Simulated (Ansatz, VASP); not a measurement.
Pd in VASP and in Ansatz

Contents of INCAR:

```
  ALGO = Fast
  EDIFF = 1E-7
  EDIFFG = -0.005
  ENCUT = 600
  GGA = CA
  IBRION = 2
  ISIF = 3
  ISMEAR = 0
  LASPH = T
  LCHARG = F
  LREAL = F
  LWAVE = F
  NELM = 100
  NSW = 100
  PREC = Accurate
  SIGMA = 0.1
```

Contents of KPOINTS:

```
k-points
0
Gamma
  18 18 18
```

The input POSCAR:

```
Pd
1.0
    0.0000000000      1.9465000000      1.9465000000
    1.9465000000      0.0000000000      1.9465000000
    1.9465000000      1.9465000000      0.0000000000
Pd
1
Direct
    0.0000000000      0.0000000000      0.0000000000
```

Input for Ansatz:

```yaml
crystal:
  lattice:
    - [0.0, 1.9465, 1.9465]
    - [1.9465, 0.0, 1.9465]
    - [1.9465, 1.9465, 0.0]
  atoms:
    - { symbol: Pd, position: [0.0, 0.0, 0.0] }
basis:
  ecutwfc: 420
kpoints:
  mp_grid: { grid: [18, 18, 18] }
hamiltonian:
  xc: lda
scf:
  occupations: { method: gaussian, width: 0.1 }
output:
  forces: true
  stress: true
  eigenvalues: true
  write_density: true
  write_potential: true
  elf: true
  volumetric_format: npy
relax:
  adjacent_minimum: "off"
  f_tol: 0.005
  max_steps: 80
  cell: { stress_tol: 0.05 }
```

Alike in both runs: task relaxation of cell and atoms; functional LDA; k mesh 18 × 18 × 18; occupations gaussian, width 0.1 eV; no spin polarisation.

```csv
,VASP,Ansatz
version,VASP 6.6.1,Ansatz 0.2.0
potentials or method,"VASP PAW LDA potentials, release 64 (Pd)","scalar-relativistic, plane waves, PAW"
plane-wave cutoff (eV),600,420
valence electrons in the cell,10,18
```

Ansatz gave:

| Item | Value |
| --- | --- |
| gap on the k mesh at the Fermi level, each at its own relaxed structure (eV) | none |
| relaxed volume (Å³/atom) | 14.14 |
| relaxed cell length with the largest relative difference (Å) | 2.715 |
| energy change over the relaxation (meV/atom) | -17 |

Problem. What did VASP give for the same quantities?

Solution. gap on the k mesh at the Fermi level, each at its own relaxed structure (eV): none; relaxed volume (Å³/atom): 14.16; relaxed cell length with the largest relative difference (Å): 2.716; energy change over the relaxation (meV/atom): -16.

A gap of «none» marks a metal or a gap that the smearing closes. The two sets of potentials don't hold the same shells in valence.

LDA usually gives volumes a few per cent too small. Zero-point motion and thermal expansion aren't in these numbers.
